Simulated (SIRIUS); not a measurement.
Moving smearing width in FeO

```cif
data_structure
_symmetry_space_group_name_H-M 'Fm-3m'
_symmetry_Int_Tables_number 225
_cell_length_a 4.3108
_cell_length_b 4.3108
_cell_length_c 4.3108
_cell_angle_alpha 90.000
_cell_angle_beta 90.000
_cell_angle_gamma 90.000
_cell_volume 80.11
loop_
_atom_site_label
_atom_site_type_symbol
_atom_site_symmetry_multiplicity
_atom_site_Wyckoff_symbol
_atom_site_fract_x
_atom_site_fract_y
_atom_site_fract_z
_atom_site_occupancy
Fe1 Fe 4 a 0.00000 0.00000 0.00000 1
O1 O 4 b 0.50000 0.00000 0.00000 1
```

Kept alike: task single point; functional PBE; k mesh 11 × 11 × 11; collinear spin, ferromagnetic start. Program: SIRIUS, all-electron FP-LAPW, apw+lo standard, cutoff 276 eV. The mesh is that of the run's cell of 2 atoms. No spin-orbit coupling.

| smearing width | largest site moment (μB) |
| --- | --- |
| 0.01 | 3.65 |
| 0.03 | 3.65 |
| 0.1 | 3.64 |
| 0.2 | 3.60 |
| 0.3 | 3.50 |

For a metal such a mesh leaves the last digits unconverged. The measured crystal is an antiferromagnetic insulator; a metallic or parallel state is the runs' own. The runs hold the magnetic state that their start led to, which needn't be the lowest. Site moments count inside each atom's sphere or projector.

The largest site moment falls from 3.65 to 3.50 μB between 0.01 and 0.3.
